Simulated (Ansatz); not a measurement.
# Gallium, simple cubic under PBE: structure, energy and stiffness, part 2 of 2

Aim: take gallium in the simple cubic structure, relax it, solve it on a dense k-mesh, switch on spin-orbit coupling, then scale the cell to 7 volumes from 88 to 112 % of the relaxed one and try a fit of the equation of state. The k-meshes are 11×11×11 for the relaxation; 19×19×19 for the dense run; 12×12×12 for spin-orbit coupling; 19×19×19 for the volumes.

Ansatz 0.2.0; DFT, PBE, plane waves (420 eV) with PAW, scalar-relativistic. The steps go on from the part before.

### 4 A two-component run at the same geometry

Contents of input.yaml:

```yaml
crystal:
  lattice:
    - [2.7218595347, 0.0, 0.0]
    - [0.0, 2.7218595347, 0.0]
    - [0.0, 0.0, 2.7218595347]
  atoms:
    - { symbol: Ga, position: [0.0, 0.0, 0.0] }
hamiltonian:
  xc: pbe
  pseudopotentials:
    kind: paw_fr
    azcp:
      Ga: "pseudopotentials/Ga.paw.azcp"
basis:
  ecutwfc: 420
  fft_grid_basis: typed
kpoints:
  mp_grid: { grid: [12, 12, 12], shift: [0, 0, 0] }
magnetization:
  noncollinear: true
  spin_orbit: true
scf:
  occupations: { method: fermi_dirac, width: 0.1 }
```

Output, shortened:

```text
[...]
Pseudopotentials: kind: paw_fr
Pseudopotential: Ga, paw_fr, valence charge 13, recommended cutoff 420 eV (normal), <dir>
Functional definition: PBE
[...]
non-collinear run that drives no moment, with spin-orbit: no starting moment large enough to seed its density (crystal.atoms[].spin), no starting occupations that ask for one, no magnetisation constraint and no magnetic field, so the semilocal B_xc is pinned to zero
Crystal: 1 atoms, lattice volume = 20.165 Å³
Basis set: ecut = 420 eV, 389 PW (Γ)
Bands: 22, of which v1, the nominal top of the filled ones, is band 13 counted from 1 (12 counted from 0)
Symmetry: 48 space group operations + 48 with time reversal
Magnetic group: BNS 221.93 (UNI 1595), of the structure as read, at distance tolerance 2.7e-5 Å
k-points: 84 of 1728
Projection manifold: j_resolved (fully-relativistic pseudo-atomic orbitals)
[...]
SCF iter   1: F=—  HF=-3783.047259 eV  |F-HF|=—  |Δ(HF+E_count)|=         —  Δρ=1.92e-2  dr2=6.20e-2  dr2_m=0.00e0 (ungated)  ethr=3.10e-3  |M|=0.00e0 ∫|m|=0.00e0 μB  |m|>n=0.0e0 m-floor=0.0e0 τ_xc=0.0e0  β_m=0.30  ⟨swp⟩=7.3  Hψ=6144  notcnv=0  defer=24
[...]
SCF iter   8: F=-3783.026718 eV  HF=-3783.026718 eV  |F-HF|=5.25e-10  |Δ(HF+E_count)|=   7.46e-8  Δρ=3.98e-6  dr2=1.37e-9  dr2_m=0.00e0 (ungated)  ethr=7.69e-10  |M|=0.00e0 ∫|m|=0.00e0 μB  |m|>n=0.0e0 m-floor=0.0e0 τ_xc=0.0e0  ⟨swp⟩=3.0  Hψ=2223  notcnv=0
[...]
SCF converged after 8 iterations
Magnetization: |M| = 0.0000 μB,  M = (+0.0000, +0.0000, +0.0000) μB
Absolute magnetization: 0.0000 μB (∫|m|)
  site 0: m = (+0.0000, +0.0000, +0.0000) μB, |m| = 0.0000 μB  (R = 1.12 Å)
Free energy (F): -3783.026718 eV
[...]
E sigma→0 (E₀):  -3783.020581 eV
Entropy (-TS):   -0.012273 eV (-12.273 meV/atom)
Fermi energy:    8.588207 eV
[...]
```

It took 8.4 s on 1 thread of an x86-64 CPU, shared host; peak memory 0.47 GiB.

Side by side:

|  | scalar-relativistic | with spin-orbit coupling |
| --- | --- | --- |
| k-mesh | 19×19×19 | 12×12×12 |
| gap on the mesh | none (levels filled in part) | none (levels filled in part) |

The meshes differ, so small differences between the columns need not come from spin-orbit coupling.

### 5 Volume × 0.88

Contents of input.yaml:

```yaml
crystal:
  lattice:
    - [2.6083143645, 0.0, 0.0]
    - [0.0, 2.6083143645, 0.0]
    - [0.0, 0.0, 2.6083143645]
  atoms:
    - { symbol: Ga, position: [0.0, 0.0, 0.0] }
hamiltonian:
  xc: pbe
  pseudopotentials:
    kind: paw
    azcp:
      Ga: "pseudopotentials/Ga.paw.azcp"
basis:
  ecutwfc: 420
  fft_grid_basis: typed
kpoints:
  mp_grid: { grid: [19, 19, 19], shift: [0, 0, 0] }
magnetization:
  spin_polarized: false
scf:
  occupations: { method: fermi_dirac, width: 0.1 }
output:
  stress: true
```

Output, shortened:

```text
[...]
[... 3 set-up lines as earlier in the session ...]
[...]
Crystal: 1 atoms, lattice volume = 17.745 Å³
Basis set: ecut = 420 eV, 341 PW (Γ)
Bands: 11, of which v1, the nominal top of the filled ones, is band 7 counted from 1 (6 counted from 0)
[... 1 set-up line as earlier in the session ...]
Space group: Pm-3m (ITA 221), of the structure as read, at distance tolerance 2.6e-5 Å
k-points: 220 of 6859
[...]
SCF iter   1: F=—  HF=-3782.891625 eV  |F-HF|=—  |Δ(HF+E_count)|=         —  Δρ=1.01e-3  dr2=1.26e-4  ethr=1.77e-3  ⟨swp⟩=5.0  Hψ=14303  notcnv=0
[...]
SCF iter   6: F=-3782.891537 eV  HF=-3782.891537 eV  |F-HF|=5.09e-8  |Δ(HF+E_count)|=   1.60e-7  Δρ=1.70e-5  dr2=2.62e-8  ethr=7.69e-10  ⟨swp⟩=4.0  Hψ=7489  notcnv=0
[...]
SCF converged after 6 iterations
Free energy (F): -3782.891537 eV
[...]
E sigma→0 (E₀):  -3782.883942 eV
Entropy (-TS):   -0.015191 eV (-15.191 meV/atom)
Fermi energy:    10.262377 eV
[...]
--- Stress (GPa, compression-positive) ---
        7.981263      -0.000000       0.000000
        0.000000       7.981263       0.000000
        0.000000       0.000000       7.981263
  P = ⅓ Tr σ = 7.9813 GPa (79.813 kbar)
```

Wall time 3.1 s (1 thread of an x86-64 CPU, shared host); peak memory 0.5 GiB.

### 6 Volume × 0.92

Edit input.yaml of step 5 so:

```diff
@@ -2,5 +2,5 @@
   lattice:
-    - [2.6083143645, 0.0, 0.0]
-    - [0.0, 2.6083143645, 0.0]
-    - [0.0, 0.0, 2.6083143645]
+    - [2.64725017, 0.0, 0.0]
+    - [0.0, 2.64725017, 0.0]
+    - [0.0, 0.0, 2.64725017]
   atoms:
```

Output, shortened:

```text
[...]
[... 3 set-up lines as earlier in the session ...]
[...]
Crystal: 1 atoms, lattice volume = 18.552 Å³
Basis set: ecut = 420 eV, 365 PW (Γ)
Bands: 11, of which v1, the nominal top of the filled ones, is band 7 counted from 1 (6 counted from 0)
[... 2 set-up lines as earlier in the session ...]
k-points: 220 of 6859
[...]
SCF iter   1: F=—  HF=-3782.923169 eV  |F-HF|=—  |Δ(HF+E_count)|=         —  Δρ=9.23e-4  dr2=1.14e-4  ethr=1.77e-3  ⟨swp⟩=5.1  Hψ=14298  notcnv=0
[...]
SCF iter   6: F=-3782.923058 eV  HF=-3782.923058 eV  |F-HF|=5.41e-10  |Δ(HF+E_count)|=   2.61e-8  Δρ=1.78e-6  dr2=3.25e-10  ethr=3.21e-10  ⟨swp⟩=2.4  Hψ=8405  notcnv=0
[...]
SCF converged after 6 iterations
Free energy (F): -3782.923058 eV
[...]
E sigma→0 (E₀):  -3782.915206 eV
Entropy (-TS):   -0.015704 eV (-15.704 meV/atom)
Fermi energy:    9.655765 eV
[...]
--- Stress (GPa, compression-positive) ---
        4.674350       0.000000       0.000000
       -0.000000       4.674350      -0.000000
        0.000000      -0.000000       4.674350
  P = ⅓ Tr σ = 4.6744 GPa (46.744 kbar)
```

It took 4.5 s on 1 thread of an x86-64 CPU, shared host; peak memory 0.52 GiB.

### 7 Volume × 0.96

Edit input.yaml of step 6 so:

```diff
@@ -2,5 +2,5 @@
   lattice:
-    - [2.64725017, 0.0, 0.0]
-    - [0.0, 2.64725017, 0.0]
-    - [0.0, 0.0, 2.64725017]
+    - [2.6850731396, 0.0, 0.0]
+    - [0.0, 2.6850731396, 0.0]
+    - [0.0, 0.0, 2.6850731396]
   atoms:
```

Output, shortened:

```text
[...]
[... 3 set-up lines as earlier in the session ...]
[...]
Crystal: 1 atoms, lattice volume = 19.358 Å³
Basis set: ecut = 420 eV, 389 PW (Γ)
Bands: 11, of which v1, the nominal top of the filled ones, is band 7 counted from 1 (6 counted from 0)
[... 2 set-up lines as earlier in the session ...]
k-points: 220 of 6859
[...]
SCF iter   1: F=—  HF=-3782.939925 eV  |F-HF|=—  |Δ(HF+E_count)|=         —  Δρ=8.83e-4  dr2=1.18e-4  ethr=1.77e-3  ⟨swp⟩=5.1  Hψ=14493  notcnv=0
[...]
SCF iter   6: F=-3782.939780 eV  HF=-3782.939780 eV  |F-HF|=5.57e-10  |Δ(HF+E_count)|=   1.19e-8  Δρ=1.79e-6  dr2=3.43e-10  ethr=1.38e-10  ⟨swp⟩=2.2  Hψ=8218  notcnv=0
[...]
SCF converged after 6 iterations
Free energy (F): -3782.939780 eV
[...]
E sigma→0 (E₀):  -3782.931842 eV
Entropy (-TS):   -0.015876 eV (-15.876 meV/atom)
Fermi energy:    9.103542 eV
[...]
--- Stress (GPa, compression-positive) ---
        2.068937       0.000000       0.000000
        0.000000       2.068937       0.000000
        0.000000       0.000000       2.068937
  P = ⅓ Tr σ = 2.0689 GPa (20.689 kbar)
```

It took 4.7 s on 1 thread of an x86-64 CPU, shared host; peak memory 0.5 GiB.

### 8 Volume × 1.0

Edit input.yaml of step 7 so:

```diff
@@ -2,5 +2,5 @@
   lattice:
-    - [2.6850731396, 0.0, 0.0]
-    - [0.0, 2.6850731396, 0.0]
-    - [0.0, 0.0, 2.6850731396]
+    - [2.7218595347, 0.0, 0.0]
+    - [0.0, 2.7218595347, 0.0]
+    - [0.0, 0.0, 2.7218595347]
   atoms:
```

Output, shortened:

```text
[...]
[... 3 set-up lines as earlier in the session ...]
[...]
Crystal: 1 atoms, lattice volume = 20.165 Å³
Basis set: ecut = 420 eV, 389 PW (Γ)
Bands: 11, of which v1, the nominal top of the filled ones, is band 7 counted from 1 (6 counted from 0)
[... 2 set-up lines as earlier in the session ...]
k-points: 220 of 6859
[...]
SCF iter   1: F=—  HF=-3782.944920 eV  |F-HF|=—  |Δ(HF+E_count)|=         —  Δρ=8.35e-4  dr2=1.12e-4  ethr=1.77e-3  ⟨swp⟩=5.1  Hψ=14332  notcnv=0
[...]
SCF iter   6: F=-3782.944764 eV  HF=-3782.944764 eV  |F-HF|=1.01e-10  |Δ(HF+E_count)|=  7.04e-10  Δρ=8.26e-7  dr2=6.56e-11  ethr=3.12e-12  ⟨swp⟩=1.1  Hψ=7131  notcnv=0
[...]
SCF converged after 6 iterations
Free energy (F): -3782.944764 eV
[...]
E sigma→0 (E₀):  -3782.936790 eV
Entropy (-TS):   -0.015948 eV (-15.948 meV/atom)
Fermi energy:    8.601244 eV
[...]
--- Stress (GPa, compression-positive) ---
       -0.015844      -0.000000       0.000000
       -0.000000      -0.015844       0.000000
        0.000000      -0.000000      -0.015844
  P = ⅓ Tr σ = -0.0158 GPa (-0.158 kbar)
```

Wall time 3.8 s (1 thread of an x86-64 CPU, shared host); peak memory 0.51 GiB.

### 9 Volume × 1.04

Edit input.yaml of step 8 so:

```diff
@@ -2,5 +2,5 @@
   lattice:
-    - [2.7218595347, 0.0, 0.0]
-    - [0.0, 2.7218595347, 0.0]
-    - [0.0, 0.0, 2.7218595347]
+    - [2.7576775835, 0.0, 0.0]
+    - [0.0, 2.7576775835, 0.0]
+    - [0.0, 0.0, 2.7576775835]
   atoms:
```

Output, shortened:

```text
[...]
[... 3 set-up lines as earlier in the session ...]
[...]
Crystal: 1 atoms, lattice volume = 20.972 Å³
Basis set: ecut = 420 eV, 437 PW (Γ)
Bands: 11, of which v1, the nominal top of the filled ones, is band 7 counted from 1 (6 counted from 0)
[... 2 set-up lines as earlier in the session ...]
k-points: 220 of 6859
[...]
SCF iter   1: F=—  HF=-3782.940488 eV  |F-HF|=—  |Δ(HF+E_count)|=         —  Δρ=8.48e-4  dr2=1.11e-4  ethr=1.77e-3  ⟨swp⟩=5.1  Hψ=14317  notcnv=0
[...]
SCF iter   6: F=-3782.940313 eV  HF=-3782.940313 eV  |F-HF|=2.65e-9  |Δ(HF+E_count)|=  3.34e-10  Δρ=4.04e-6  dr2=1.66e-9  ethr=6.14e-11  ⟨swp⟩=1.3  Hψ=7173  notcnv=0
[...]
SCF converged after 6 iterations
Free energy (F): -3782.940313 eV
[...]
E sigma→0 (E₀):  -3782.932160 eV
Entropy (-TS):   -0.016307 eV (-16.307 meV/atom)
Fermi energy:    8.141707 eV
[...]
--- Stress (GPa, compression-positive) ---
       -1.688529       0.000000       0.000000
       -0.000000      -1.688529      -0.000000
        0.000000       0.000000      -1.688529
  P = ⅓ Tr σ = -1.6885 GPa (-16.885 kbar)
```

Wall time 3.9 s (1 thread of an x86-64 CPU, shared host); peak memory 0.5 GiB.

### 10 Volume × 1.08

Edit input.yaml of step 9 so:

```diff
@@ -2,5 +2,5 @@
   lattice:
-    - [2.7576775835, 0.0, 0.0]
-    - [0.0, 2.7576775835, 0.0]
-    - [0.0, 0.0, 2.7576775835]
+    - [2.7925886007, 0.0, 0.0]
+    - [0.0, 2.7925886007, 0.0]
+    - [0.0, 0.0, 2.7925886007]
   atoms:
```

Output, shortened:

```text
[...]
[... 3 set-up lines as earlier in the session ...]
[...]
Crystal: 1 atoms, lattice volume = 21.778 Å³
Basis set: ecut = 420 eV, 437 PW (Γ)
Bands: 11, of which v1, the nominal top of the filled ones, is band 7 counted from 1 (6 counted from 0)
[... 2 set-up lines as earlier in the session ...]
k-points: 220 of 6859
[...]
SCF iter   1: F=—  HF=-3782.928571 eV  |F-HF|=—  |Δ(HF+E_count)|=         —  Δρ=8.41e-4  dr2=9.46e-5  ethr=1.77e-3  ⟨swp⟩=5.1  Hψ=14330  notcnv=0
[...]
SCF iter   6: F=-3782.928385 eV  HF=-3782.928385 eV  |F-HF|=7.27e-9  |Δ(HF+E_count)|=   3.61e-9  Δρ=6.24e-6  dr2=4.10e-9  ethr=1.30e-10  ⟨swp⟩=1.7  Hψ=7359  notcnv=0
[...]
SCF converged after 6 iterations
Free energy (F): -3782.928385 eV
[...]
E sigma→0 (E₀):  -3782.919854 eV
Entropy (-TS):   -0.017061 eV (-17.061 meV/atom)
Fermi energy:    7.716774 eV
[...]
--- Stress (GPa, compression-positive) ---
       -2.991483       0.000000       0.000000
        0.000000      -2.991483       0.000000
        0.000000      -0.000000      -2.991483
  P = ⅓ Tr σ = -2.9915 GPa (-29.915 kbar)
```

Wall time 5.2 s (1 thread of an x86-64 CPU, shared host); peak memory 0.52 GiB.

### 11 Volume × 1.12

Edit input.yaml of step 10 so:

```diff
@@ -2,5 +2,5 @@
   lattice:
-    - [2.7925886007, 0.0, 0.0]
-    - [0.0, 2.7925886007, 0.0]
-    - [0.0, 0.0, 2.7925886007]
+    - [2.826647916, 0.0, 0.0]
+    - [0.0, 2.826647916, 0.0]
+    - [0.0, 0.0, 2.826647916]
   atoms:
```

Output, shortened:

```text
[...]
[... 3 set-up lines as earlier in the session ...]
[...]
Crystal: 1 atoms, lattice volume = 22.585 Å³
Basis set: ecut = 420 eV, 461 PW (Γ)
Bands: 11, of which v1, the nominal top of the filled ones, is band 7 counted from 1 (6 counted from 0)
[... 2 set-up lines as earlier in the session ...]
k-points: 220 of 6859
[...]
SCF iter   1: F=—  HF=-3782.910966 eV  |F-HF|=—  |Δ(HF+E_count)|=         —  Δρ=8.59e-4  dr2=8.44e-5  ethr=1.77e-3  ⟨swp⟩=5.1  Hψ=14272  notcnv=0
[...]
SCF iter   6: F=-3782.910781 eV  HF=-3782.910781 eV  |F-HF|=7.54e-9  |Δ(HF+E_count)|=   1.03e-9  Δρ=6.06e-6  dr2=4.20e-9  ethr=7.84e-11  ⟨swp⟩=2.0  Hψ=7099  notcnv=0
[...]
SCF converged after 6 iterations
Free energy (F): -3782.910781 eV
[...]
E sigma→0 (E₀):  -3782.901812 eV
Entropy (-TS):   -0.017938 eV (-17.938 meV/atom)
Fermi energy:    7.319948 eV
[...]
--- Stress (GPa, compression-positive) ---
       -3.950292       0.000000       0.000000
       -0.000000      -3.950292       0.000000
        0.000000      -0.000000      -3.950292
  P = ⅓ Tr σ = -3.9503 GPa (-39.503 kbar)
```

Run time: 4.9 s. Hardware: 1 thread of an x86-64 CPU, shared host; peak memory 0.51 GiB.

### 12 Fitting the volumes

All volumes keep the relaxed shape and fractional coordinates.

| V (Å³/atom) | E − E₀ (meV/atom) | P from the stress (GPa) | P from the fit (GPa) |
| --- | --- | --- | --- |
| 17.745 | 52.8 | 7.98 | 7.92 |
| 18.552 | 21.5 | 4.67 | 4.65 |
| 19.358 | 4.9 | 2.07 | 2.04 |
| 20.165 | -0.1 | -0.02 | -0.04 |
| 20.972 | 4.6 | -1.69 | -1.72 |
| 21.778 | 16.9 | -2.99 | -3.06 |
| 22.585 | 34.9 | -3.95 | -4.14 |

Fit (Birch-Murnaghan, third order): V₀ = 20.146 Å³/atom, B₀ = 47 GPa, B₀′ = 4.5, largest residual 0.12 meV/atom.

The fit is made to E(σ → 0), while the stress belongs to the free energy F; that is one source of the offset between the two pressures.

### 13 Summary of results

This closing draws on all 2 parts.

```
                      quantity                         value
space group (spins left aside)               Pm-3m (No. 221)
             conventional cell                   a = 2.722 Å
                        volume                20.165 Å³/atom
             shortest distance                       2.722 Å
               gap on the mesh  none (levels filled in part)
   relative to alpha-Ga (Cmce)                  +83 meV/atom
                   V₀, B₀, B₀′   20.146 Å³/atom, 47 GPa, 4.5
```

The relaxation shrank the cell by 4.7 % in volume. Against the reference form of gallium (alpha-Ga (Cmce), computed apart with the same settings) it stands 83 meV/atom higher. Levels at the Fermi energy are filled in part, as in a metal. The total energy of the spin-orbit run (on a coarser mesh) lies -84 meV/atom from the scalar one; mesh and treatment of the core enter this figure, so it is no spin-orbit energy. B₀ comes out at 47 GPa. Relaxation kept the symmetry; phonons were not checked.
